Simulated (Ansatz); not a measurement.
**CdIn$_{2}$S$_{4}$: relaxation (Ansatz)**

The command:

```bash
ansatz run input.yaml --threads 2 --pin off --max-ram 3584MiB --backend cpu --events-out ev --progress --plain --runs-dir out
```

The input file (Ansatz 0.2.0, plane waves):

```yaml
crystal:
  lattice:
    - [0.0, 5.44763, 5.44763]
    - [5.44763, 0.0, 5.44763]
    - [5.44763, 5.44763, 0.0]
  atoms:
    - { symbol: Cd, position: [0.0, 0.0, 0.0] }
    - { symbol: Cd, position: [0.25, 0.25, 0.25] }
    - { symbol: In, position: [0.625, 0.625, 0.625] }
    - { symbol: In, position: [0.125, 0.625, 0.625] }
    - { symbol: In, position: [0.625, 0.625, 0.125] }
    - { symbol: In, position: [0.625, 0.125, 0.625] }
    - { symbol: S, position: [0.386, 0.386, 0.386] }
    - { symbol: S, position: [0.408, 0.864, 0.864] }
    - { symbol: S, position: [0.386, 0.386, 0.842] }
    - { symbol: S, position: [0.864, 0.408, 0.864] }
    - { symbol: S, position: [0.842, 0.386, 0.386] }
    - { symbol: S, position: [0.864, 0.864, 0.864] }
    - { symbol: S, position: [0.386, 0.842, 0.386] }
    - { symbol: S, position: [0.864, 0.864, 0.408] }
  symmetry: { tolerance: 0.0003 }
kpoints:
  mp_grid: { grid: [4, 4, 4], shift: [0, 0, 0] }
magnetization:
  spin_polarized: false
scf:
  occupations: { method: fermi_dirac }
  lower_state_search: "off"
hamiltonian:
  pseudopotentials: { kind: paw }
  xc: pbe
basis:
  ecutwfc: 420
  fft_grid_basis: typed
relax:
  max_steps: 60
  cell: { p_target: 0.0 }
output:
  forces: true
  stress: true
  eigenvalues: true
  bader: true
  populations: true
  elf: true
  write_potential: true
  volumetric_format: npy
  dos:
    e_range: [-12, 8]
    de: 0.05
    projected: { site_lists: { Cd: [Cd], In: [In], S: [S] } }
  write_density: true
checkpoint:
  read: saved_state
```

Origin of the cell: a database entry, scaled a little.

The smearing width isn't typed, so it takes its default of 0.1 eV.

The saved state is a converged single point of the same cell.

Steps («new basis» is an SCF on plane waves selected anew at the same cell):

```tsv
step	ΔF (meV/atom)	max force component (eV/Å)	P (GPa)	volume (Å³)	SCF iterations	step was
1	0.0	0.278	2.81	323.34	5	accepted
2	-4.7	0.236	-1.32	339.73	6	accepted
3	-9.8	0.016	-0.10	334.70	5	accepted
4	-9.8	0.001	0.00	334.28	5	accepted
5	-10.0	0.001	0.00	334.28	5	new basis
```

The starting structure.

Space group Fd-3m (No. 227); the run's cell has a = 7.704 Å, b = 7.704 Å, c = 7.704 Å, α = 60.00°, β = 60.00°, γ = 60.00°. Shortest distances: Cd–S 2.57 Å, In–S 2.61 Å, S–S 3.51 Å.

After:

Space group Fd-3m (No. 227); the run's cell has a = 7.790 Å, b = 7.790 Å, c = 7.790 Å, α = 60.00°, β = 60.00°, γ = 60.00°. Shortest distances: Cd–S 2.57 Å, In–S 2.65 Å, S–S 3.59 Å.

```xyz
14
Lattice="0.0000 5.5084 5.5084 5.5084 0.0000 5.5084 5.5084 5.5084 0.0000" Properties=species:S:1:pos:R:3 pbc="T T T"
Cd    0.0000    0.0000    0.0000
Cd    2.7542    2.7542    2.7542
In    6.8855    6.8855    6.8855
In    6.8855    4.1313    4.1313
In    4.1313    4.1313    6.8855
In    4.1313    6.8855    4.1313
S     4.2377    4.2377    4.2377
S     9.5333    6.9919    6.9919
S     6.7791    6.7791    4.2377
S     6.9919    9.5333    6.9919
S     4.2377    6.7791    6.7791
S     9.5333    9.5333    9.5333
S     6.7791    4.2377    6.7791
S     6.9919    6.9919    9.5333
```

```
Free energy lowered by                                                                 : 10.0 meV/atom
Volume change                                                                          : 3.38 %
Final pressure                                                                         : 0.00 GPa
Relaxation steps listed                                                                : 5
Formation energy (elements under the same functional, gases as molecules, uncorrected) : -0.612 eV/atom
Gap on the mesh                                                                        : 1.05 eV
```

Caveats: the relaxation held the start's symmetry, so the end may be a saddle point.

The run took 89 s on 2 threads of Arm Neoverse V2, with other jobs on the host, peak memory 0.79 GiB, from a saved density.
